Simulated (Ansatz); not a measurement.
Runs of Ansatz 0.2.0 on PbSe (Clausthalite). Symmetry: Fm-3m, No. 225, cubic system. The conventional cell has a = 6.121 Å, b = 6.121 Å, c = 6.121 Å, α = 90.00°, β = 90.00°, γ = 90.00°. Around Pb (site symmetry m-3m) lie 6 Se at 3.06 Å. Se (site symmetry m-3m) has 6 Pb at 3.06 Å as nearest neighbours. 

```csv
task,potentials or basis,spin,cell,k mesh,cutoff (eV),basis error allowed,gap on the mesh (eV),pressure (GPa)
relaxation of cell and atoms,"all-electron LAPW, scalar-relativistic",off,relaxed to 10 GPa,8 × 8 × 8,-,0.001 eV/atom,-,10.0
band structure,"all-electron LAPW, scalar-relativistic",off,as given,8 × 8 × 8,188,0.001 eV/atom,0.20,-0.5
band structure,"all-electron LAPW, non-relativistic",off,as given,8 × 8 × 8,187,0.001 eV/atom,0.50,(b)
relaxation of cell and atoms,"all-electron LAPW, scalar-relativistic",off,relaxed,8 × 8 × 8,-,0.001 eV/atom,-,0.0
band structure,"all-electron LAPW, relativistic spinors","SOC, no magnetisation",as given,6 × 6 × 6,188,0.001 eV/atom,0.27,(a)
relaxation of cell and atoms,"all-electron LAPW, scalar-relativistic",off,relaxed to 5 GPa,8 × 8 × 8,-,0.001 eV/atom,-,5.0
relaxation of cell and atoms,"all-electron LAPW, scalar-relativistic",off,relaxed to 30 GPa,8 × 8 × 8,-,0.001 eV/atom,0.74,30.0
band structure,all-electron PAW datasets made for the crystal,off,as given,8 × 8 × 8,240,-,0.20,-0.5
```

Alike in all rows: level PBEsol; smearing fermi-dirac 0.05 eV.

**Question.** Fill in the values left out.

**Answer.** (a) -1.1; (b) 0.8.

Caveats: spin-orbit coupling is left out, which as a rule narrows the gap of such compounds by several tenths of an eV (some runs); relativity is left out, which matters for the heavier elements (some runs); the mesh misses the band edges, which the band path finds closer together (some runs).

A k mesh can miss the band edges, and rows without SOC leave out spin-orbit coupling on Pb, Se.

The runs don't all hold the same shells in valence.
